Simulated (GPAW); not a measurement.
# Energy mapping worked by hand: free-standing square Cr monolayer, spacing 3.072 A

Can a spin model with one coupling foretell the energy of a further order of free-standing square Cr monolayer, spacing 3.072 A?

Calculated with GPAW 26.7.0; PBE; plane waves with GPAW's PAW setups, scalar-relativistic.

**1. The starting structure**

The cell holds 1 atom: 1 Cr. Cell: a = 3.072 Å, b = 3.072 Å, c = 14.000 Å, α = 90.0°, β = 90.0°, γ = 90.0°. model lattice. Vacuum lies along c.

**2. The parallel order**

All energies count from this run.

Input file order1.py:

```python
import json
import numpy as np
from ase import Atoms
from ase.parallel import paropen, parprint
from gpaw import GPAW

atoms = Atoms(['Cr'],
    cell=[[3.072, 0.0, 0.0],
         [0.0, 3.072, 0.0],
         [0.0, 0.0, 14.0]],
    scaled_positions=[[0.0, 0.0, 0.5]],
    pbc=True,
    magmoms=[2.5])
atoms.calc = GPAW(mode={'name': 'pw', 'ecut': 550},
    xc='PBE',
    kpts={'size': (10, 10, 1), 'gamma': True},
    occupations={'name': 'fermi-dirac', 'width': 0.05},
    convergence={'density': 1e-05, 'energy': 1e-05},
    maxiter=200,
    symmetry={'tolerance': 1e-4},
    txt='order1.txt')
e = atoms.get_potential_energy(force_consistent=True)
res = {'free_energy': e, 'energy_sigma0': atoms.get_potential_energy(), 'fermi_energy': atoms.calc.get_fermi_level()}
res['moments'] = atoms.get_magnetic_moments().tolist()
res['total'] = atoms.get_magnetic_moment()
parprint('site moments (muB):', np.round(res['moments'], 3))
parprint(f"total moment: {res['total']:.3f} muB")
parprint(f'free energy: {e:.6f} eV')
atoms.calc.write('order1.gpw')
with paropen('results.json', 'w') as f:
    json.dump(res, f)
```

Launch:

```bash
$ OMP_NUM_THREADS=1 python3 order1.py > order1.log
```

The log of the run:

```text
site moments (muB): [3.917]
total moment: 5.067 muB
free energy: -6.595793 eV

--- order1.txt ---
Input parameters:
  mode=PW(ecut=550),
  convergence={'density': 1e-05, 'energy': 1e-05},
  kpts=MonkhorstPack(size=(10, 10, 1), gamma=True),
  maxiter=200,
  occupations=Occupations(name='fermi-dirac', width=0.05),
  symmetry=Symmetry(tolerance=0.0001),
  xc=XC(name='PBE')

Diagonalizing LCAO Hamiltonian
[...]
|          3 |        -2.691 |     0.998 |        -0.261 |     0.000 |
|          4 |        -2.691 |     0.998 |         1.232 |     0.000 |
|          5 |        -2.468 |     0.832 |         1.232 |     0.000 |
|          6 |        -1.997 |     0.000 |         1.481 |     0.000 |
|          7 |         1.032 |     0.000 |         1.506 |     0.000 |
|          8 |         2.110 |     0.000 |         2.560 |     0.000 |

No gap
No difference between direct/indirect transitions


[key lines of the parts left out:]
Free energy:      -6.595793
Converged in 16 steps
dipole moment: (-7.242357, -7.242357, 0.000076)  # |e|*Ang
Fermi level: -2.388
```

Run time: 23 s. Hardware: 1 MPI rank of AMD EPYC 7R13 (Zen 3), shared host; peak memory 0.23 GiB.

Spin moment in the augmentation sphere by atom:

```csv
atom,spin moment in the augmentation sphere (μB)
Cr1,3.92
```

Numbers from this step:

```yaml
magnetization: 5.067 μB
final_state: ferromagnetic
```

After 16 cycles the largest moment stands at 3.92 μB.

**3. The orders used for the fit**

The other orders were run with the same settings, on meshes that hold the same points. Free energies (smearing 0.05 eV, its entropy term included) are divided by the number of Cr atoms; q is in fractions of the reciprocal vectors of the first run's cell.

```csv
order,atoms,mesh,free energy (eV),eV per Cr,largest moment (μB)
F +,1,10×10×1,-6.5958,-6.5958,3.92
"AF q=(1/2,1/2,0) +-",2,5×10×1,-13.7066,-6.8533,3.79
```

**4. Counting neighbours**

With E = −Σ J e_i·e_j over ordered pairs of unit vectors, turning a neighbour from parallel to opposed costs 2J a Cr atom. So an order lies 2 Σ n J over the parallel one, n being the opposed neighbours in each shell.

```
shell  distance (Å)  neighbours  opposed in AF q=(1/2,1/2,0) +-  opposed in AF q=(0,1/2,0) +-
   J1          3.07           4                               4                             2
   J2          4.34           4                               0                             4
```

Only J1 is kept.

**5. Solving**

```
2 × 4 × J1 = -257.50 meV    (AF q=(1/2,1/2,0) +-)
J1 = -32.19 meV
```

**6. The test**

The couplings now give the orders that were left out:

```
2 × 2 × (-32.19) = -128.76 meV    (AF q=(0,1/2,0) +-)
```

The runs themselves:

```csv
order,atoms,mesh,free energy (eV),eV per Cr,largest moment (μB),over the parallel order (meV),foretold (meV)
"AF q=(0,1/2,0) +-",2,10×5×1,-13.5984,-6.7992,3.87,-203.41,-128.76
```

**7. One more shell**

The miss asks for the next shell, which takes one more order into the fit and leaves none for a test.

```
2 × 4 × J1 = -257.50 meV    (AF q=(1/2,1/2,0) +-)
2 × 2 × J1 + 2 × 4 × J2 = -203.41 meV    (AF q=(0,1/2,0) +-)
J1 = -32.19 meV
J2 = -9.33 meV
```

**8. Outcome**

```
J1 (Cr–Cr at 3.07 Å)                : -32.2 meV
largest miss on the orders left out : 75 meV
J1 with 2 shells                    : -32.2 meV
J2 with 2 shells                    : -9.33 meV
```

**Reading.** The model misses the order left out by 75 meV, 29 % of the span of the orders, so it holds only roughly. With the next shell added the couplings are J1 = -32.19 and J2 = -9.33 meV, untested. The first dropped shell that the test feels is J2 at 4.34 Å. The site moments spread by 3.2 % over the orders. In a metal couplings reach far, and the mesh was not tested. The couplings are effective ones: further shells with opposed neighbours are folded into them or show in the miss. No mean-field temperature is given: it needs a model that holds, an unfrustrated order and couplings in all three dimensions.

[Logs and program files are shortened in this print: banners, set-up blocks, solver, clock and traceback lines can be left out without a mark of their own.]

[Logs are printed without paths, hosts, clocks, repeated set-up lines and the standing remarks that a program may print on its own settings, such as how far it seeks lower states.]

[Hosts, paths, dates, database ids (printed as entryN), source tags and the programs' standing remarks are cut or masked in the printed files.]

[Where a cell is said to come from a database of computed structures, the database is the Materials Project.]
